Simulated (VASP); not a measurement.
# Te2Mo in VASP: further runs, part 3 of 3

VASP 6.6.1. The steps go on from the part before.

## Step 6: Relaxation of cell and atoms, r2SCAN+rVV10

This run uses another cell than the first one, of 78.32 Å³/atom, 1.024 times its volume.

INCAR

```
SYSTEM = Te2Mo
PREC = Accurate
ENCUT = 600
EDIFF = 1E-7
ISMEAR = 0
SIGMA = 0.03
LREAL = .False.
LASPH = .True.
NELM = 120
ALGO = Normal
ISIF = 3
LWAVE = .False.
LCHARG = .False.
METAGGA = R2SCAN
LMIXTAU = .True.
LUSE_VDW = .True.
IVDW_NL = 2
BPARAM = 11.95
CPARAM = 0.0093
IBRION = 2
NSW = 90
EDIFFG = -0.005
LATTICE_CONSTRAINTS = .TRUE. .TRUE. .FALSE.
```

KPOINTS

```
Automatic mesh
0
Gamma
  12 12 1
  0 0 0
```

POSCAR

```
Te2Mo                                   
1.0
    3.5437050097      0.0000000000      0.0000000000
   -1.7718525049      3.0689385664      0.0000000000
    0.0000000000      0.0000000000     21.6051888000
  Te              Mo            
     2     1
Direct
     0.3333333300000021    0.6666666699999979    0.4168489973403999
     0.3333333300000021    0.6666666699999979    0.5831510026596000
     0.6666666699999979    0.3333333300000021    0.5000000000000000
```

Potentials or basis: VASP PAW PBE potentials, release 64 (Te, Mo_sv).

Started as:

```sh
$ cat potpaw_PBE.64/Te/POTCAR potpaw_PBE.64/Mo_sv/POTCAR > POTCAR
$ mpirun -np 1 vasp_std > vasp.out
```

OUTCAR:

```text
SYSTEM = Te2Mo
   PREC = Accurate
   ENCUT = 600
   EDIFF = 1E-7
   ISMEAR = 0
   LREAL = .False.
   LASPH = .True.
   NELM = 120
   ISIF = 3
   METAGGA = R2SCAN
   IVDW_NL = 2
   BPARAM = 11.95
   IBRION = 2
   NSW = 90
   EDIFFG = -0.005

 ion  position               nearest neighbor table
   1  0.333  0.667  0.417-   3 2.72   3 2.72   3 2.72   2 3.59
   2  0.333  0.667  0.583-   3 2.72   3 2.72   3 2.72   1 3.59
   3  0.667  0.333  0.500-   1 2.72   2 2.72   1 2.72   2 2.72   1 2.72   2 2.72

  LATTYP: Found a hexagonal cell.
 ALAT       =     3.5437050097
 C/A-ratio  =     6.0967797096

  Lattice vectors:

 A1 = (   3.5437050097,   0.0000000000,   0.0000000000)
 A2 = (  -1.7718525049,   3.0689385664,   0.0000000000)
 A3 = (   0.0000000000,   0.0000000000,  21.6051888000)

Analysis of symmetry for initial positions (statically):
=====================================================================
 Subroutine PRICEL returns:
 Original cell was already a primitive cell.

 Routine SETGRP: Setting up the symmetry group for a
 hexagonal supercell.

 Subroutine GETGRP returns: Found 12 space group operations
 (whereof 12 operations were pure point group operations)
 out of a pool of 24 trial point group operations.

The static configuration has the point symmetry D_3h.

Analysis of symmetry for dynamics (positions and initial velocities):
=====================================================================
 Subroutine PRICEL returns:
 Original cell was already a primitive cell.

 Routine SETGRP: Setting up the symmetry group for a
 hexagonal supercell.

 Subroutine GETGRP returns: Found 12 space group operations
 (whereof 12 operations were pure point group operations)
 out of a pool of 24 trial point group operations.

The dynamic configuration has the point symmetry D_3h.

 Subroutine INISYM returns: Found 12 space group operations
 (whereof 12 operations are pure point group operations),
 and found     1 'primitive' translations

----------------------------------------------------------------------------------------

                                     Primitive cell

  volume of cell :     234.9654

  direct lattice vectors                    reciprocal lattice vectors
     3.543705010  0.000000000  0.000000000     0.282190531  0.162922779  0.000000000
    -1.771852505  3.068938566  0.000000000     0.000000000  0.325845558  0.000000000
     0.000000000  0.000000000 21.605188800     0.000000000  0.000000000  0.046285178

  length of vectors
     3.543705010  3.543705014 21.605188800     0.325845558  0.325845558  0.046285178

  position of ions in fractional coordinates (direct lattice)
     0.333333330  0.666666670  0.416848997
     0.333333330  0.666666670  0.583151003
     0.666666670  0.333333330  0.500000000

  ion indices of the primitive-cell ions
   primitive index   ion index
                 1           1
                 2           2
                 3           3

----------------------------------------------------------------------------------------

 KPOINTS: Automatic mesh

Automatic generation of k-mesh.
 Grid dimensions read from file:
 generate k-points for:   12   12    1

 Generating k-lattice:

  Cartesian coordinates                     Fractional coordinates (reciprocal lattice)
     0.023515878  0.013576898  0.000000000     0.083333333  0.000000000  0.000000000
     0.000000000  0.027153797  0.000000000     0.000000000  0.083333333  0.000000000
     0.000000000  0.000000000  0.046285178     0.000000000  0.000000000  1.000000000

  Length of vectors
     0.027153797  0.027153797  0.046285178

  Shift w.r.t. Gamma in fractional coordinates (k-lattice)
     0.000000000  0.000000000  0.000000000

 Subroutine IBZKPT returns following result:
 ===========================================

 Found     19 irreducible k-points:

 Following reciprocal coordinates:
            Coordinates               Weight
  0.000000  0.000000  0.000000      1.000000
  0.083333  0.000000  0.000000      6.000000
  0.166667  0.000000  0.000000      6.000000
  0.250000  0.000000  0.000000      6.000000
  0.333333  0.000000  0.000000      6.000000
  0.416667  0.000000  0.000000      6.000000
[... 11 lines left out ...]
  0.333333  0.250000  0.000000     12.000000
  0.333333  0.333333  0.000000      2.000000
   k-points           NKPTS =     19   k-points in BZ     NKDIM =     19   number of bands    NBANDS=     17
   number of dos      NEDOS =    301   number of ions     NIONS =      3
   total plane-waves  NPLWV = 141120
   dimension x,y,z NGX =    28 NGY =   28 NGZ =  180
   dimension x,y,z NGXF=    56 NGYF=   56 NGZF=  360
   ions per type =               2   1
   NGX,Y,Z   is equivalent  to a cutoff of  13.14, 13.14, 13.85 a.u.
   NGXF,Y,Z  is equivalent  to a cutoff of  26.27, 26.27, 27.70 a.u.
 SYSTEM =  Te2Mo
   PREC   = accura    normal or accurate (medium, high low for compatibility)
   ISTART =      0    job   : 0-new  1-cont  2-samecut
   ICHARG =      2    charge: 1-file 2-atom 10-const
   ISPIN  =      1    spin polarized calculation?
   LNONCOLLINEAR =      F non collinear calculations
   LSORBIT =      F    spin-orbit coupling
   LASPH  =      T    aspherical Exc in radial PAW
   ENCUT  =  600.0 eV  44.10 Ry    6.64 a.u.   7.08  7.08 43.15*2*pi/ulx,y,z
   NELM   =    120;   NELMIN=  2; NELMDL= -5     # of ELM steps
   EDIFF  = 0.1E-06   stopping-criterion for ELM
   LREAL  =      F    real-space projection
   EDIFFG = -.5E-02   stopping-criterion for IOM
   NSW    =     90    number of steps for IOM
   IBRION =      2    ionic relax: 0-MD 1-quasi-New 2-CG
   NFREE  =      1    steps in history (QN), initial steepest desc. (CG)
   ISIF   =      3    stress and relaxation
   ISYM   =      2    0-nonsym 1-usesym 2-fastsym
   POTIM  = 0.5000    time-step for ionic-motion
   TEBEG  =    0.0;   TEEND  =   0.0 temperature during run
   PSTRESS=    0.0 pullay stress
   NELECT =      26.0000    total number of electrons
   NUPDOWN=      -1.0000    fix difference up-down
   EMIN   =  10.00;   EMAX   =-10.00  energy-range for DOS
   EFERMI =   0.00;   METHOD = LEGACY
   ISMEAR =     0;   SIGMA  =   0.03  broadening in eV -4-tet -1-fermi 0-gaus
   EFERMI_NEDOS =   21; number of points for ismear=-14 and -15
   IALGO  =     38    algorithm
   IMIX   =      4    mixing-type and parameters
     AMIX     =   0.40;   BMIX     =  1.00
     AMIX_MAG =   1.60;   BMIX_MAG =  1.00
  volume/ion in A,a.u.               =      78.32       528.54
  Fermi-wavevector in a.u.,A,eV,Ry     =   0.785956  1.485241  8.404675  0.617726
  Thomas-Fermi vector in A             =   1.890396
   LORBIT       =      0    0 simple, 1 ext, 2 COOP (PROOUT), +10 PAW based schemes
   METAGGA = R2SCAN    functional components
   LHFCALC =     F    Hartree Fock is set to
   AEXX    =    0.0000 exact exchange contribution
   IVDW_NL    =     2    kernel type
   BPARAM     =11.9500
   IVDW    =     0    specifies the selected vdW correction
   LEPSILON=     F    determine dielectric tensor
   LRPA    =     F    only Hartree local field effects (RPA)
 conjugate gradient relaxation of ions
 non-spin polarized calculation
 Gauss-broadening in eV      SIGMA  =   0.03
  energy-cutoff  :      600.00
  volume of cell :      234.97
 maximum number of plane-waves:      7871
   NGX = 15   NGY = 15   NGZ = 87

 number of electron      26.0000002 magnetization

 Free energy of the ion-electron system (eV)
  ---------------------------------------------------
  ext. energy  EPLUGINS =         0.00000000
  ---------------------------------------------------
  free energy    TOTEN  =       -77.00948027 eV

  energy without entropy =      -77.00948027  energy(sigma->0) =      -77.00948027

 E-fermi :  -0.8165     XC(G=0):  -3.9498

 val. band max:       -0.9407760536   @ k =   0.3333   0.3333   0.0000
 cond. band min:       0.2272658464   @ k =   0.3333   0.3333   0.0000
 fundamental gap:      1.1680419000
 Fermi energy:        -0.8165443680

 k-point     1 :       0.0000    0.0000    0.0000
  band No.  band energies     occupation
      1     -63.5628      2.00000
      2     -36.9943      2.00000
      3     -36.8882      2.00000
      4     -36.8882      2.00000
      5     -14.0964      2.00000
      6     -13.0473      2.00000
[... 357 lines left out ...]
      4     -36.9603      2.00000
      5     -11.6867      2.00000
      6     -11.4314      2.00000
[... 9 lines left out ...]
     16       1.7482      0.00000
     17       3.3844      0.00000

------------------------ aborting loop because EDIFF is reached ----------------------------------------

  FORCE on cell =-STRESS in cart. coord.  units (eV):
  Direction    XX          YY          ZZ          XY          YZ          ZX
  --------------------------------------------------------------------------------------
  -------------------------------------------------------------------------------------
  Total        0.0047209      0.0047209     -0.0217984     -0.0000000      0.0000000      0.0000000
  in kB        0.0321909      0.0321909     -0.1486388     -0.0000000      0.0000000      0.0000000
  external PRESSURE =      -0.0280857 kB  Pullay stress =       0.0000000 kB

 VOLUME and BASIS-vectors are now :
 -----------------------------------------------------------------------------
  energy-cutoff  :      600.00
  volume of cell :      234.97
      direct lattice vectors                 reciprocal lattice vectors
     3.543705010  0.000000000  0.000000000     0.282190531  0.162922779  0.000000000
    -1.771852505  3.068938566  0.000000000     0.000000000  0.325845558  0.000000000
     0.000000000  0.000000000 21.605188800     0.000000000  0.000000000  0.046285178

 POSITION                                       TOTAL-FORCE (eV/Angst)
 -----------------------------------------------------------------------------------
     -0.00000      2.04596      9.00610        -0.000000      0.000000     -0.000613
     -0.00000      2.04596     12.59909        -0.000000      0.000000      0.000613
      1.77185      1.02298     10.80259         0.000000     -0.000000      0.000000
 -----------------------------------------------------------------------------------
    total drift:                               -0.000027      0.000016      0.000000

  FREE ENERGIE OF THE ION-ELECTRON SYSTEM (eV)
  ---------------------------------------------------
  free  energy   TOTEN  =       -77.0094802706 eV

  energy  without entropy=      -77.0094802706  energy(sigma->0) =      -77.00948027

 reached required accuracy - stopping structural energy minimisation
```

Wall time 39 min (1 thread of Intel Xeon Platinum 8488C (Sapphire Rapids), shared host); peak memory 0.94 GiB.

What came out:

```
Free energy            : -77.0095 eV
Band gap on the k mesh : 1.17 eV, direct
```

Final structure:
```cif
data_structure
_symmetry_space_group_name_H-M 'P 1'
_symmetry_Int_Tables_number 1
_cell_length_a 3.5437
_cell_length_b 3.5437
_cell_length_c 21.6052
_cell_angle_alpha 90.000
_cell_angle_beta 90.000
_cell_angle_gamma 120.000
_cell_volume 234.97
loop_
_atom_site_label
_atom_site_type_symbol
_atom_site_fract_x
_atom_site_fract_y
_atom_site_fract_z
_atom_site_occupancy
Te1 Te 0.33333 0.66667 0.41685 1
Te2 Te 0.33333 0.66667 0.58315 1
Mo1 Mo 0.66667 0.33333 0.50000 1
```

Caveat: the relaxation stopped at its first step, so nothing moved; the PAW data sets were made with another functional, which shifts forces and pressure a little; spin-orbit coupling is left out, which moves the levels of the heavy elements. r2SCAN opens gaps a little over a GGA but as a rule still falls short of measured ones.
